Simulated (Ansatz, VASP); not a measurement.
Two plane-wave programs on Ge

```xyz
1
Lattice="0.0000 2.2152 1.8829 2.2152 0.0000 1.8829 2.2152 2.2152 0.0000" Properties=species:S:1:pos:R:3 pbc="T T T"
Ge    0.0000    0.0000    0.0000
```

Alike in both runs: task single point; functional PBE; dispersion D3(BJ); k mesh 22 × 22 × 22; occupations gaussian, width 0.15 eV; no spin polarisation.

```csv
,VASP,Ansatz
version,VASP 6.6.1,Ansatz 0.2.0
potentials or method,"VASP PAW PBE potentials, release 64 (Ge_d)","scalar-relativistic, plane waves, PAW"
plane-wave cutoff (eV),520,420
valence electrons in the cell,14,14
```

```csv
,VASP,Ansatz,Ansatz less VASP
gap on the k mesh at the Fermi level (eV),none,none,-
pressure (GPa),0.4,0.4,-0.05
largest component of the traceless stress (GPa),0.51,0.51,+0.004
```

A gap of «none» marks a metal or a gap that the smearing closes.

Caveats: pairwise dispersion overbinds metals, which lowers pressure and volume.
